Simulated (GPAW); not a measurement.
Something may be wrong with this GPAW 26.7.0 calculation of C.

The input run.py:

```python
import numpy as np
from ase import Atoms
from ase.units import Bohr, Ha
from gpaw import GPAW, PW
from gpaw.hybrids.energy import non_self_consistent_energy
from gpaw.xc.rpa import RPACorrelation

atoms = Atoms(['C', 'C'],
              cell=[[0.0, 1.78337, 1.78337],
                    [1.78337, 0.0, 1.78337],
                    [1.78337, 1.78337, 0.0]],
              scaled_positions=[[0.75, 0.75, 0.75],
                                [0.5, 0.5, 0.5]],
              pbc=True)

for x in [1.0]:
    ecuts = np.array([192.0, 240.0, 300])
    a = atoms.copy()
    a.set_cell(atoms.cell * x**(1 / 3), scale_atoms=True)
    calc = GPAW(mode=PW(650),
                xc='PBE',
                kpts={'size': (7, 7, 7), 'gamma': True},
                occupations={'name': 'fermi-dirac', 'width': 0.001},
                nbands=11,
                convergence={'density': 1e-06},
                maxiter=6,
                txt=f'gs-{x:.2f}.txt')
    a.calc = calc
    dft = a.get_potential_energy(force_consistent=True)
    calc.write(f'gs-{x:.2f}.gpw')
    exx = non_self_consistent_energy(calc, 'EXX').sum()
    calc.diagonalize_full_hamiltonian(nbands=int(a.get_volume() / Bohr**3 * (ecuts[-1] / Ha)**1.5 * 2**0.5 / 3 / np.pi**2) + 30)
    calc.write(f'full-{x:.2f}.gpw', mode='all')
    ec = RPACorrelation(f'full-{x:.2f}.gpw', ecut=ecuts, nfrequencies=16, skip_gamma=False, txt=f'rpa-{x:.2f}.txt').calculate()
    slope, ec_inf = np.polyfit(ecuts**-1.5, ec, 1)
    print(f'V = {a.get_volume():.4f} A^3: DFT {dft:.5f}, EXX {exx:.5f}, correlation', *ec.round(5), f'extrapolated {ec_inf:.5f}, total {exx + ec_inf:.5f} eV', flush=True)
```

Potentials or basis: GPAW PAW data sets (gpaw-data 1.2.1), pw.

Launch:

```bash
$ OMP_NUM_THREADS=1 python run.py
```

Output:

```text
__  _  _
 | _ |_)|_||  |
 |__||  | ||/\| - 26.7.0

Input parameters:
  mode=PW(ecut=650.0),
  convergence={'density': 1e-06},
  kpts=MonkhorstPack(size=(7, 7, 7), gamma=True),
  maxiter=6,
  nbands=11,
  occupations=Occupations(name='fermi-dirac', width=0.001),
  xc=XC(name='PBE')

Diagonalizing LCAO Hamiltonian
Converting LCAO to pw mode

          C
       C

Atoms  # Å, Bohr magnetons
|   | symbol |        x |        y |        z |    initial magnetic moments |
|---|--------|----------|----------|----------|-----------------------------|
| 0 |      C | 2.675055 | 2.675055 | 2.675055 | ( 0.0000,  0.0000,  0.0000) |
| 1 |      C | 1.783370 | 1.783370 | 1.783370 | ( 0.0000,  0.0000,  0.0000) |

Unit cell  # Å
| periodic |        x |        y |        z |  lengths |    angles |
[... 81 lines left out ...]
    charge:  0.0  # [|e|]
    compensation charges:
      type: gauss
      rc: 0.20  # [Å]
      lmax: 2
    cutoffs:
      filter: 1.14  # [Å]
      core: 1.14  # [Å]
    projectors
    | kind |    occ | energy [eV] | rcut [Å] |
    |------|--------|-------------|----------|
    |   2s |  2.000 |     -13.751 |    0.635 |
    |   2p |  2.000 |      -5.284 |    0.635 |
    |    s |        |      13.461 |    0.635 |
    |    p |        |      21.927 |    0.635 |
    |    d |        |       0.000 |    0.635 |

    Using partial waves for C as LCAO basis

Reference energy: -2055.256231  # eV

eigensolver:
  PPCG
  Converge bands: occupied
  niter=2

density mixing:
  MSR1-Mixer
  Pratt-step length: 0.05
  Maximum mixing coefficient: 0.75
  Old densities: 10
  SVD Regularization: 0.005
  Good broyden scale: 1.0
  Trust region scale: 1.0
  Backstep threshold: 4.0
  History deletion threshold: 6.0
  Fourier metric: weight=20.0, sigma=0.015

occupation numbers:
  Fermi-Dirac:
    width: 0.0010  # eV

poisson solver:
  ecut: 5200.0  # eV

xc functional:
  name: PBE with 2 nearest neighbor stencil

convergence criteria:
- Maximum integral of absolute [dens]ity change: 1e-06 electrons / valence electron
- Maximum [total energy] change in last 3 cyles: 0.0005 eV / valence electron
- Maximum integral of absolute [eigenst]ate change: 4e-08 eV^2 / valence electron
maximum number of iterations: 6

SCF iterations
|iter     | |      energy | eigst |  dens |
|---------|-|-------------|-------|-------|
|iter:   1| |  -18.674738 | +0.09 |       |
|iter:   2| |  -18.606076 | -2.76 | -0.80 |
|iter:   3| |  -18.182615 | -1.57 | -0.83 |
|iter:   4| |  -18.178443 | -2.68 | -1.48 |
|iter:   5| |  -18.179007 | -4.67 | -2.22 |
|iter:   6| |  -18.179009c| -6.48 | -3.33 |
```

On the terminal:

```text
Traceback (most recent call last):
  File "run.py", line 29, in <module>
  File "ase/atoms.py", line 1968, in get_potential_energy
  File "new/ase_interface.py", line 292, in get_potential_energy
  File "new/ase_interface.py", line 215, in calculate_property
  File "new/ase_interface.py", line 177, in iconverge
  File "new/calculation.py", line 252, in iconverge
  File "new/scf.py", line 130, in iterate
gpaw.KohnShamConvergenceError
```

Q: How did it end, and where is the flaw?

A: The calculation stopped without meeting its thresholds. The input holds a flaw that was put in on purpose: too few SCF iterations allowed.
